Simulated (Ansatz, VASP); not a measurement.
## One calculation of Br, two programs

File INCAR:

```
PREC = Accurate
ENCUT = 520
EDIFF = 1E-7
ISMEAR = -1
SIGMA = 0.1
LREAL = False
LASPH = True
NELM = 80
ALGO = Normal
ISIF = 2
LWAVE = False
LCHARG = True
LELF = True
LVHAR = True
NBANDS = 10
```

The input KPOINTS:

```
Automatic mesh
0
Gamma
  12 12 12
```

The input POSCAR:

```
Br
1.0
    2.8610383632      0.0000000000      0.0000000000
    0.0000000000      2.8610383632      0.0000000000
    0.0000000000      0.0000000000      2.8610383632
Br
1
Direct
    0.0000000000      0.0000000000      0.0000000000
```

Input for Ansatz:

```yaml
crystal:
  lattice:
    - [2.8610383632, 0.0, 0.0]
    - [0.0, 2.8610383632, 0.0]
    - [0.0, 0.0, 2.8610383632]
  atoms:
    - { symbol: Br, position: [0.0, 0.0, 0.0] }
kpoints:
  mp_grid: { grid: [12, 12, 12] }
scf:
  occupations: { method: fermi_dirac, width: 0.1 }
hamiltonian:
  xc: lda
  pseudopotentials: { kind: all_electron, lapw: { basis_error: 0.001 } }
output:
  forces: true
  stress: true
  eigenvalues: true
  populations: true
```

Change from the starting cell: volume scaled by 0.88, LAPW.

Alike in both runs: task single point; functional LDA; k mesh 12 × 12 × 12; occupations fermi-dirac, width 0.1 eV; no spin polarisation.

|  | VASP | Ansatz |
| --- | --- | --- |
| version | VASP 6.6.1 | Ansatz 0.2.0 |
| potentials or method | VASP PAW LDA potentials, release 64 (Br) | all-electron LAPW, scalar-relativistic |
| plane-wave cutoff (eV) | 520 | see its input |

Ansatz gave:

| Property | Result |
| --- | --- |
| pressure (GPa) | 8.0 |

Task: What did VASP give for the same quantities?

Result: Pressure (GPa): 8.1.

Ansatz ran all-electron here, so the differences hold the error of VASP's frozen core and of both bases.

Caveats: an odd number of electrons without spin polarisation forces a metal; a magnetic or distorted state may lie lower.
